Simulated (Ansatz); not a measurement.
Mo: start and end of a relaxation

The guess for Mo is a distorted database cell: Mo type (Fm-3m) distorted into a subgroup (Pmmn, No. 59) (cell multiple 4; largest shift (Å) 0.15).

start.xyz

```xyz
2
Lattice="2.8776 0.0000 0.0000 0.0000 2.9203 0.0000 0.0000 0.0000 3.8906" Properties=species:S:1:pos:R:3 pbc="T T T"
Mo    0.0000    0.0000    3.0628
Mo    1.4388    1.4601    0.8278
```

These are results of DFT PBE, scalar-relativistic, plane waves, PAW in Ansatz 0.2.0, not measurements. Cutoff 420 eV, Gaussian smearing, Γ-centred meshes. Cell and atoms relax first on a coarse mesh and then on a finer one. In between, the cell is made exact in the group found at 0.06 Å. In metals the finer mesh still leaves noise of several meV/atom or more. The steps can't lower the symmetry of their start. No spin polarisation in the relaxation; trial moments died out in a coarse test.

end.xyz

```xyz
1
Lattice="-1.5804 1.5804 1.5804 1.5804 -1.5804 1.5804 1.5804 1.5804 -1.5804" Properties=species:S:1:pos:R:3 pbc="T T T"
Mo    0.0000    0.0000    0.0000
```

The symmetry goes from Pmmn (No. 59) to Im-3m (No. 229), and the primitive cell from 2 to 1 atom. The end has the bcc type. The volume per atom shrinks by 3.4 %, from 16.3 to 15.8 Å³. The shortest distance goes from 2.64 Å (Mo–Mo) to 2.74 Å (Mo–Mo). The energy falls by about 0.55 eV/atom (the start's value is from the coarse mesh). The end is written in a standard setting, so origin, axes and order of atoms can differ from the start's.

* Volume per atom: 15.79 Å³
* Density: 10.09 g/cm³
* Energy over the standard state: 0.00 eV/atom
* Gap on the 24×24×24 mesh of the 1-atom cell: 0 eV (a metal)

Energies count from the standard state of Mo at the same level. It is level with the standard state within the noise.

The last run used Gaussian smearing of 0.10 eV. The k mesh leaves some 4 meV/atom of noise in the energy of each metallic cell. A structure relaxed within its symmetry needn't be a true minimum. In all, the 4 runs took 82 s on 1 thread of Intel(R) Xeon(R) Processor @ 2.50GHz (Skylake/Cascade Lake) (shared host).
